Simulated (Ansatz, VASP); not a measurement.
**WS2 in VASP and in Ansatz**

```
W S
1.0
     3.18352    0.00000    0.00000
    -1.59176    2.75701    0.00000
     0.00000    0.00000   16.95058
W S
1 2
Cartesian
  0.0000 1.8380 0.0000
  1.5918 0.9190 15.3998
  1.5918 0.9190 1.5508
```

Alike in both runs: functional PBEsol; dispersion D3(BJ); k mesh 12 × 12 × 2; occupations gaussian, width 0.02 eV; no spin polarisation.

Ansatz relaxed the structure, and its values are those at the end. VASP's run is a single point on that final structure, the one shown.

|  | VASP | Ansatz |
| --- | --- | --- |
| version | VASP 6.6.1 | Ansatz 0.2.0 |
| potentials or method | VASP PAW PBE potentials, release 64 (W_sv, S) | scalar-relativistic, plane waves, PAW |
| plane-wave cutoff (eV) | 520 | 420 |
| valence electrons in the cell | 26 | 26 |

```csv
,VASP,Ansatz,Ansatz less VASP
gap on the k mesh at the Fermi level (eV),1.72,1.71,-0.013
least direct gap on the mesh (eV),1.77,1.76,-0.004
rms of the force components (eV/Å),0.010,0.000,-0.0103
```

Ansatz warned: «stress_scf_threshold_loose».

Caveats: the PAW data sets were made with another functional, which shifts forces and pressure a little (VASP); spin-orbit coupling is left out, which moves the levels of the heavy elements.
